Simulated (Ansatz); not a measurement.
Charge transition levels of the O vacancy in ZnO, term by term

The calculation used Ansatz, DFT PBE, scalar-relativistic, plane waves, PAW. Settings: 420 eV cutoff, 3×3×3 k-mesh, Gaussian smearing of 0.01 eV, collinear spin in charge +1 alone.

Host crystal, relaxed:

```xyz
4
Lattice="3.2794 0.0000 0.0000 -1.6397 2.8400 0.0000 0.0000 0.0000 5.2932" Properties=species:S:1:pos:R:3 pbc="T T T"
Zn    1.6397    0.9467    2.6498
Zn    0.0000    1.8934    0.0032
O     1.6397    0.9467    4.6565
O     0.0000    1.8934    2.0099
```

The O vacancy was set at (0.667, 0.333, 0.880) of the host cell, in a supercell of 16 sites (197 Å³), relaxed at fixed cell in each charge q. The host's Kohn–Sham gap is 0.74 eV and its static dielectric constant 10.9 (mean). For each charge: the supercell's free energy over the neutral one with q electrons exchanged at the valence band top, F(q) − F(0) + qE_v; the image-charge term; and the term that aligns the potential far from the defect with the host's.

```csv
q,F(q) − F(0) + qE_v (eV),image charge (eV),alignment (eV)
+2,-1.268,1.285,-1.020
+1,-0.455,0.321,-0.435
0,0.000,0.000,0.000
```

Q: Add the terms and find the levels between neighbouring charges, ε(q/q′) = [A(q′) − A(q)]/(q − q′), with and without the two corrections.

A: A(q): -1.002 eV for +2, -0.569 eV for +1, 0.000 eV for 0.
```json
{"level": "(+2/+1)", "corrected (eV over E_v)": "0.43", "uncorrected (eV)": "0.81"}
{"level": "(+1/0)", "corrected (eV over E_v)": "0.57", "uncorrected (eV)": "0.46"}
```

As a check, a point charge in a simple cubic cell of this volume has q²αe²/(2εL) = 0.322 q² eV (e² = 14.40 eV Å, α = 2.837, L = 5.82 Å); the shape of the real cell and the anisotropy of ε can change it somewhat. The term grows as q², so it pushes donor levels down and acceptor levels up. The program doubts the alignment for q = +1, so levels beside it are uncertain by about that term.

Q: Which of these charges is lowest with the Fermi level at the valence band top, at mid-gap and at the conduction band bottom?

A: The line A(q) + qE_F that lies lowest gives the charge: +2 at E_F = 0.00 eV, +2 at E_F = 0.37 eV, 0 at E_F = 0.74 eV. In charge +1 the cell has partly filled levels, from a carrier spread over the host's bands, a defect level that the small cell broadens into a band, or a degenerate defect level that the symmetric start can't split, so the levels beside it are doubtful. Without the alignment that the program doubts, the level (+2/+1) would lie at 0.87 eV, outside the gap, so these runs don't decide whether the defect changes charge there. Charges beyond those computed could lie lower near the band edges.

Q: The neutral defect forms at 3.76 eV with atoms taken from and returned to the elements. What are the formation energies at those three Fermi levels, and what share of sites would hold the defect at 1200 K with E_F at mid-gap, if the host still stood at that temperature?

A: E_f = E_f(0) + A(q) + qE_F = 2.76, 3.50, 3.76 eV. In the dilute limit the share is exp(−E_f/k_BT) = exp(−3.503/0.1034) = 1.9×10⁻¹⁵, leaving out degeneracy and vibrational entropy. This is the O-rich limit; a poorer supply of O lowers E_f, in a binary host by up to its heat of formation per O atom. The small cell and the narrow Kohn–Sham gap leave errors of tenths of an eV or more, which change the share by orders of magnitude.